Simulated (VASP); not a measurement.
NbP: equation of state with PBE

The system is NbP.

```xyz
4
Lattice="-1.6749 1.6749 5.7401 1.6749 -1.6749 5.7401 1.6749 1.6749 -5.7401" Properties=species:S:1:pos:R:3 pbc="T T T"
Nb    1.6749    0.0000    2.8687
Nb    0.0000    0.0000    5.7387
P     0.0000    1.6749    3.8200
P     0.0000    0.0000    0.9500
```

The cell is a database's computed one.

```yaml
Program: VASP 6.6.1
Task: equation of state
Functional: PBE
Potentials_or_basis: VASP PAW PBE potentials, release 64 (Nb_sv, P)
Cutoff: 520 eV
k_mesh: 11 × 11 × 11
Occupations: fermi-dirac, width 0.05 eV
Spin: no spin polarisation
```

The equilibrium volume is 15.98 Å³/atom. The bulk modulus at fixed shape and positions is 190 GPa and the pressure derivative of the bulk modulus is 4.3.

Energy against volume, from the lowest point:
```
volume (Å³/atom)  energy (meV/atom)
          15.137              28.81
          15.459              10.35
          15.781               1.06
          16.103               0.00
          16.425               6.34
          16.747              19.33
```

All runs of the series together: 45 min on 1 thread of Intel(R) Xeon(R) Platinum 8488C (Sapphire Rapids) (shared host).

Caveat: the cell was scaled at fixed shape and fractional positions, which overstates the stiffness of a crystal with free parameters, most of all of layers and chains.
